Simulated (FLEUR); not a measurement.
# CoSi (P2_13) in FLEUR: notebook

Runs on CoSi. Level: revPBE. Tasks: band structure, equation of state.

All numbers are computed with FLEUR MaX-R8.1 (patched build s14); they aren't measurements. Logs are shortened: lines on timing, memory, paths and dates and some standing lists are left out, and cuts for length are marked.

## Step 1: The crystal as given

Symmetry: P2_13, No. 198, cubic system. Conventional cell: a = 4.438 Å, b = 4.438 Å, c = 4.438 Å, α = 90.00°, β = 90.00°, γ = 90.00°. Co (site symmetry 3) is surrounded by 7 Si at 2.28 to 2.47 Å. Si (site symmetry 3) has 7 Co at 2.28 to 2.47 Å as nearest neighbours.

## Step 2: Band structure, revPBE, collinear spin, ferromagnetic start

The input, inp.xml:

```xml
<?xml version="1.0" encoding="UTF-8" standalone="no"?>
<fleurInput fleurInputVersion="0.39">
   <comment>
      CoSi                                                                                                
   </comment>
   <calculationSetup>
      <cutoffs Kmax="4.28" Gmax="13.3" GmaxXC="13.3" numbands="0"/>
      <scfLoop itmax="60" minDistance="0.00001" maxIterBroyd="15" imix="Anderson" alpha="0.05" precondParam="0.0" spinf="2.0"/>
      <coreElectrons ctail="T" frcor="F" kcrel="0" coretail_lmax="0"/>
      <xcFunctional name="rpbe" relativisticCorrections="F"/>
      <magnetism jspins="2"/>
      <soc l_soc="F" theta="0.0" phi="0.0" spav="F"/>
      <expertModes spex="0" secvar="F"/>
      <geometryOptimization l_f="F" forcealpha="1.0" forcemix="BFGS" epsdisp="0.00001" epsforce="0.00001"/>
      <ldaU l_linMix="F" mixParam="0.05" spinf="1.0"/>
   </calculationSetup>
   <cell>
      <bzIntegration valenceElectrons="116.0" mode="hist" fermiSmearingEnergy="0.00183747">
         <kPointListSelection listName="default-1"/>
         <!-- k-points included here -->
         <xi:include xmlns:xi="http://www.w3.org/2001/XInclude" href="kpts.xml"> </xi:include>
      </bzIntegration>
      <!-- symmetry operations included here -->
      <xi:include xmlns:xi="http://www.w3.org/2001/XInclude" href="sym.xml"> </xi:include>
[... 40 lines left out ...]
   </atomSpecies>
   <atomGroups>
      <atomGroup species="Cobalt (Co2.000">
         <relPos label="                   1">-.1400000000 -9.000/25.000 9.000/25.000</relPos>
         <relPos label="                   2">-9.000/25.000 9.000/25.000 -.1400000000</relPos>
         <relPos label="                   3">9.000/25.000 -.1400000000 -9.000/25.000</relPos>
         <relPos label="                   4">.1400000000 .1400000000 .1400000000</relPos>
         <force calculate="T" relaxXYZ="TTT"/>
      </atomGroup>
      <atomGroup species="Silicon (Si)">
         <relPos label="                   5">.1570000000 .3430000000 -.3430000000</relPos>
         <relPos label="                   6">.3430000000 -.3430000000 .1570000000</relPos>
         <relPos label="                   7">-.3430000000 .1570000000 .3430000000</relPos>
         <relPos label="                   8">-.1570000000 -.1570000000 -.1570000000</relPos>
         <force calculate="T" relaxXYZ="TTT"/>
      </atomGroup>
   </atomGroups>
   <output dos="F" band="F" slice="F">
      <checks vchk="F" cdinf="F"/>
      <bandDOS minEnergy="-.5*Htr" maxEnergy="0.5*Htr" sigma="0.015" storeEVData="T"/>
      <vacuumDOS vacdos="F" integ="F" star="F" nstars="0" locx1="0.0" locy1="0.0" locx2="0.0" locy2="0.0" nstm="0" tworkf="0.0"/>
      <unfoldingBand unfoldBand="F" supercellX="1" supercellY="1" supercellZ="1"/>
      <plotting iplot="0" polar="F">
         <plot TwoD="T" vec1="  1.0  0.0  0.0" vec2="  0.0  1.0  0.0" vec3="  0.0  0.0  1.0" zero="  0.0  0.0  0.0" file="plot"/>
      </plotting>
      <chargeDensitySlicing numkpt="0" minEigenval="0.0" maxEigenval="0.0" nnne="0" pallst="F"/>
      <specialOutput eonly="F"/>
      <magneticCircularDichroism mcd="F" energyLo="-10.0" energyUp="0.0"/>
   </output>
  <!-- We include the file relax.xml here to enable relaxations (see documentation) -->
  <xi:include xmlns:xi="http://www.w3.org/2001/XInclude" href="relax.xml"> <xi:fallback/> </xi:include>
</fleurInput>
```

The input, crystal.txt:

```
CoSi
&input cartesian=F /
4.4380000000  0.0000000000  0.0000000000
0.0000000000  4.4380000000  0.0000000000
0.0000000000  0.0000000000  4.4380000000
1.8897261246
1.0 1.0 1.0

8
27 0.8600000000  0.6400000000  0.3600000000 : 2.000
27 0.6400000000  0.3600000000  0.8600000000 : 2.000
27 0.3600000000  0.8600000000  0.6400000000 : 2.000
27 0.1400000000  0.1400000000  0.1400000000 : 2.000
14 0.1570000000  0.3430000000  0.6570000000
14 0.3430000000  0.6570000000  0.1570000000
14 0.6570000000  0.1570000000  0.3430000000
14 0.8430000000  0.8430000000  0.8430000000

&kpt div1=6 div2=6 div3=6 gamma=T /
```

The input, inp.xml (bands):

```
<?xml version="1.0" encoding="UTF-8" standalone="no"?>
<fleurInput fleurInputVersion="0.39">
   <comment>
      CoSi                                                                                                
   </comment>
   <calculationSetup>
      <cutoffs Kmax="4.28" Gmax="13.3" GmaxXC="13.3" numbands="0"/>
      <scfLoop itmax="60" minDistance="0.00001" maxIterBroyd="15" imix="Anderson" alpha="0.05" precondParam="0.0" spinf="2.0"/>
      <coreElectrons ctail="T" frcor="F" kcrel="0" coretail_lmax="0"/>
      <xcFunctional name="rpbe" relativisticCorrections="F"/>
      <magnetism jspins="2"/>
      <soc l_soc="F" theta="0.0" phi="0.0" spav="F"/>
      <expertModes spex="0" secvar="F"/>
      <geometryOptimization l_f="F" forcealpha="1.0" forcemix="BFGS" epsdisp="0.00001" epsforce="0.00001"/>
      <ldaU l_linMix="F" mixParam="0.05" spinf="1.0"/>
   </calculationSetup>
   <cell>
      <bzIntegration valenceElectrons="116.0" mode="hist" fermiSmearingEnergy="0.00183747">
         <kPointListSelection listName="path-1"/>
         <!-- k-points included here -->
         <xi:include xmlns:xi="http://www.w3.org/2001/XInclude" href="kpts.xml"> </xi:include>
      </bzIntegration>
      <!-- symmetry operations included here -->
      <xi:include xmlns:xi="http://www.w3.org/2001/XInclude" href="sym.xml"> </xi:include>
      <bulkLattice scale="1.0">
[... 39 lines left out ...]
   </atomSpecies>
   <atomGroups>
      <atomGroup species="Cobalt (Co2.000">
         <relPos label="                   1">-.1400000000 -9.000/25.000 9.000/25.000</relPos>
         <relPos label="                   2">-9.000/25.000 9.000/25.000 -.1400000000</relPos>
         <relPos label="                   3">9.000/25.000 -.1400000000 -9.000/25.000</relPos>
         <relPos label="                   4">.1400000000 .1400000000 .1400000000</relPos>
         <force calculate="T" relaxXYZ="TTT"/>
      </atomGroup>
      <atomGroup species="Silicon (Si)">
         <relPos label="                   5">.1570000000 .3430000000 -.3430000000</relPos>
         <relPos label="                   6">.3430000000 -.3430000000 .1570000000</relPos>
         <relPos label="                   7">-.3430000000 .1570000000 .3430000000</relPos>
         <relPos label="                   8">-.1570000000 -.1570000000 -.1570000000</relPos>
         <force calculate="T" relaxXYZ="TTT"/>
      </atomGroup>
   </atomGroups>
   <output dos="F" band="T" slice="F">
      <checks vchk="F" cdinf="F"/>
      <bandDOS minEnergy="-.5*Htr" maxEnergy="0.5*Htr" sigma="0.015" storeEVData="T"/>
      <vacuumDOS vacdos="F" integ="F" star="F" nstars="0" locx1="0.0" locy1="0.0" locx2="0.0" locy2="0.0" nstm="0" tworkf="0.0"/>
      <unfoldingBand unfoldBand="F" supercellX="1" supercellY="1" supercellZ="1"/>
      <plotting iplot="0" polar="F">
         <plot TwoD="T" vec1="  1.0  0.0  0.0" vec2="  0.0  1.0  0.0" vec3="  0.0  0.0  1.0" zero="  0.0  0.0  0.0" file="plot"/>
      </plotting>
      <chargeDensitySlicing numkpt="0" minEigenval="0.0" maxEigenval="0.0" nnne="0" pallst="F"/>
      <specialOutput eonly="F"/>
      <magneticCircularDichroism mcd="F" energyLo="-10.0" energyUp="0.0"/>
   </output>
  <!-- We include the file relax.xml here to enable relaxations (see documentation) -->
  <xi:include xmlns:xi="http://www.w3.org/2001/XInclude" href="relax.xml"> <xi:fallback/> </xi:include>
</fleurInput>
```

Potentials or basis: all-electron, FLAPW.

The run is started by

```bash
inpgen -f crystal.txt -profile fastHighL
# inp.xml edited to the form shown
fleur
fleur   # second run, on inp.xml (bands)
```

The log of the run:

```text
Welcome to FLEUR        (www.flapw.de)
      MaX-Release 8.1          (www.max-centre.eu)

 ========== k-point set info ==========
 Selected k-point list: default-1
 k-point list type: mesh
 6 x 6 x 6
 Number of k points: 24

 ------------Calculation Setup---------------------------
 Number of OMP-threads    :            1
 Number of basis functions:         1084
 Approximate size of matrices (H+S) per k-point:         0.035 GB
 --------------------------------------------------------
 Iteration:     1   Distance:      32.44574430 me/bohr^3
 Iteration:     2   Distance:      30.31454790 me/bohr^3
 Iteration:     3   Distance:      23.63861227 me/bohr^3
 Iteration:     4   Distance:       9.52487457 me/bohr^3
 Iteration:     5   Distance:       9.27002019 me/bohr^3
 Iteration:     6   Distance:       7.16901743 me/bohr^3
 Iteration:     7   Distance:       8.07051544 me/bohr^3
 Iteration:     8   Distance:       5.20421057 me/bohr^3
 Iteration:     9   Distance:       2.57252897 me/bohr^3
 Iteration:    10   Distance:       1.94913411 me/bohr^3
[... 5 lines left out ...]
 Iteration:    16   Distance:       0.00965567 me/bohr^3
 Iteration:    17   Distance:       0.00827595 me/bohr^3
 Iteration:    18   Distance:       0.00177205 me/bohr^3
 Iteration:    19   Distance:       0.00065074 me/bohr^3
 Iteration:    20   Distance:       0.00019368 me/bohr^3
 Iteration:    21   Distance:       0.00017777 me/bohr^3
 Iteration:    22   Distance:       0.00007366 me/bohr^3
 Iteration:    23   Distance:       0.00001843 me/bohr^3
 Iteration:    24   Distance:       0.00001323 me/bohr^3
 Iteration:    25   Distance:       0.00000624 me/bohr^3

 ********************************************************************
 Run finished successfully
 Stop message:
   all done
 ********************************************************************
```

Wall time 12 min (1 thread of Intel Xeon 6975P-C (Granite Rapids), shared host); peak memory 0.16 GiB.

What came out:

- Free energy: -183270.3464 eV
- Band gap along the path: none (metal or under the smearing width)
- Net moment: 0.00 μB per cell
- Valence electrons inside the program's atomic spheres: Co 15.79; Si 9.45 (radii Co 2.12, Si 1.87 bohr)

Levels at the corners of the path, in eV from the Fermi level:
Spin up:
| point | band 54 | band 55 | band 56 | band 57 | band 58 | band 59 | band 60 | band 61 | band 62 | band 63 |
| --- | --- | --- | --- | --- | --- | --- | --- | --- | --- | --- |
| Γ | -0.95 | -0.81 | -0.81 | -0.05 | -0.05 | -0.05 | 2.43 | 2.43 | 2.43 | 2.88 |
| X | -1.08 | -0.71 | -0.71 | -0.51 | -0.51 | 0.95 | 0.95 | 1.43 | 1.43 | 4.24 |
| M | -1.56 | -1.05 | -1.05 | -0.07 | -0.07 | 0.53 | 0.53 | 1.96 | 1.96 | 2.43 |
| Γ | -0.95 | -0.81 | -0.81 | -0.05 | -0.05 | -0.05 | 2.43 | 2.43 | 2.43 | 2.88 |
| R | -1.26 | -1.26 | -1.26 | -0.25 | -0.25 | -0.25 | -0.25 | 5.30 | 5.30 | 5.30 |
| X | -1.08 | -0.71 | -0.71 | -0.51 | -0.51 | 0.95 | 0.95 | 1.43 | 1.43 | 4.24 |
| M | -1.56 | -1.05 | -1.05 | -0.07 | -0.07 | 0.53 | 0.53 | 1.96 | 1.96 | 2.43 |
| R | -1.26 | -1.26 | -1.26 | -0.25 | -0.25 | -0.25 | -0.25 | 5.30 | 5.30 | 5.30 |
Spin down:
```csv
point,band 54,band 55,band 56,band 57,band 58,band 59,band 60,band 61,band 62,band 63
Γ,-0.95,-0.81,-0.81,-0.05,-0.05,-0.05,2.43,2.43,2.43,2.88
X,-1.08,-0.71,-0.71,-0.51,-0.51,0.95,0.95,1.43,1.43,4.24
M,-1.56,-1.05,-1.05,-0.07,-0.07,0.53,0.53,1.96,1.96,2.43
Γ,-0.95,-0.81,-0.81,-0.05,-0.05,-0.05,2.43,2.43,2.43,2.88
R,-1.26,-1.26,-1.26,-0.25,-0.25,-0.25,-0.25,5.30,5.30,5.30
X,-1.08,-0.71,-0.71,-0.51,-0.51,0.95,0.95,1.43,1.43,4.24
M,-1.56,-1.05,-1.05,-0.07,-0.07,0.53,0.53,1.96,1.96,2.43
R,-1.26,-1.26,-1.26,-0.25,-0.25,-0.25,-0.25,5.30,5.30,5.30
```

Core levels (eV from the Fermi level):
```tsv
atom	levels
1 Co	1s1/2 -7584.7, 2s1/2 -891.4, 2p1/2 -772.1, 2p3/2 -757.3
2 Co	1s1/2 -7584.7, 2s1/2 -891.4, 2p1/2 -772.1, 2p3/2 -757.3
3 Co	1s1/2 -7584.7, 2s1/2 -891.4, 2p1/2 -772.1, 2p3/2 -757.3
4 Co	1s1/2 -7584.7, 2s1/2 -891.4, 2p1/2 -772.1, 2p3/2 -757.3
5 Si	1s1/2 -1781.2
6 Si	1s1/2 -1781.2
```

Caveat: the starting moments collapsed, and a magnetic state may lie lower.

## Step 3: Equation of state, revPBE, collinear spin, ferromagnetic start, 10.27 Å³/atom (volume scaled by 0.94)

Changes to inp.xml since step 2:

```diff
@@ -6,3 +6,3 @@
    <calculationSetup>
-      <cutoffs Kmax="4.28" Gmax="13.3" GmaxXC="13.3" numbands="0"/>
+      <cutoffs Kmax="4.4" Gmax="13.6" GmaxXC="13.6" numbands="0"/>
       <scfLoop itmax="60" minDistance="0.00001" maxIterBroyd="15" imix="Anderson" alpha="0.05" precondParam="0.0" spinf="2.0"/>
@@ -24,3 +24,3 @@
       <xi:include xmlns:xi="http://www.w3.org/2001/XInclude" href="sym.xml"> </xi:include>
-      <bulkLattice scale="1.0">
+      <bulkLattice scale="0.9795861087">
          <bravaisMatrix>
@@ -34,3 +34,3 @@
       <species name="Cobalt (Co2.000" element="Co" atomicNumber="27">
-         <mtSphere radius="2.12" gridPoints="701" logIncrement="0.017"/>
+         <mtSphere radius="2.06" gridPoints="701" logIncrement="0.017"/>
          <atomicCutoffs lmax="8" lnonsphr="6"/>
@@ -50,3 +50,3 @@
       <species name="Silicon (Si)" element="Si" atomicNumber="14">
-         <mtSphere radius="1.87" gridPoints="619" logIncrement="0.018"/>
+         <mtSphere radius="1.82" gridPoints="619" logIncrement="0.018"/>
          <atomicCutoffs lmax="7" lnonsphr="5"/>
```

Potentials or basis: all-electron, FLAPW.

The run is started by

```bash
inpgen -f crystal.txt -profile fastHighL
# inp.xml edited to the form shown
fleur
```

Wall time 11 min (1 thread of Intel Xeon 6975P-C (Granite Rapids), shared host); peak memory 0.16 GiB.

The run converged. Its results:

| Property | Result |
| --- | --- |
| Free energy | -183269.9897 eV |
| Band gap on the k mesh | none (metal or under the smearing width) |
| Net moment | 0.00 μB per cell |
| Valence electrons inside the program's atomic spheres | Co 15.69; Si 9.37 (radii Co 2.06, Si 1.82 bohr) |

Caveat: the starting moments collapsed, and a magnetic state may lie lower.

## Step 4: Equation of state, revPBE, collinear spin, ferromagnetic start, 10.49 Å³/atom (volume scaled by 0.96)

Changes to inp.xml since step 3:

```diff
@@ -24,3 +24,3 @@
       <xi:include xmlns:xi="http://www.w3.org/2001/XInclude" href="sym.xml"> </xi:include>
-      <bulkLattice scale="0.9795861087">
+      <bulkLattice scale="0.9864848297">
          <bravaisMatrix>
```

The run is started by

```bash
inpgen -f crystal.txt -profile fastHighL
# inp.xml edited to the form shown
fleur
```

It took 13 min on 1 thread of Intel Xeon 6975P-C (Granite Rapids), shared host; peak memory 0.16 GiB.

It converged, with:

```yaml
Free_energy: -183270.1618 eV
Band_gap_on_the_k_mesh: none (metal or under the smearing width)
Net_moment: 0.00 μB per cell
Valence_electrons_inside_the_program's_atomic_spheres: Co 15.66; Si 9.36 (radii Co 2.06, Si 1.82 bohr)
```

Caveat: the starting moments collapsed, and a magnetic state may lie lower.

## Step 5: Equation of state, revPBE, collinear spin, ferromagnetic start, 10.93 Å³/atom

Changes to inp.xml since step 4:

```diff
@@ -24,3 +24,3 @@
       <xi:include xmlns:xi="http://www.w3.org/2001/XInclude" href="sym.xml"> </xi:include>
-      <bulkLattice scale="0.9864848297">
+      <bulkLattice scale="1.0000000000">
          <bravaisMatrix>
```

The run is started by

```bash
inpgen -f crystal.txt -profile fastHighL
# inp.xml edited to the form shown
fleur
```

Run time: 12 min. Hardware: 1 thread of Intel Xeon 6975P-C (Granite Rapids), shared host; peak memory 0.17 GiB.

Results (log left out):

- Free energy: -183270.3277 eV
- Band gap on the k mesh: none (metal or under the smearing width)
- Net moment: 0.00 μB per cell
- Valence electrons inside the program's atomic spheres: Co 15.60; Si 9.32 (radii Co 2.06, Si 1.82 bohr)

Caveat: the starting moments collapsed, and a magnetic state may lie lower.
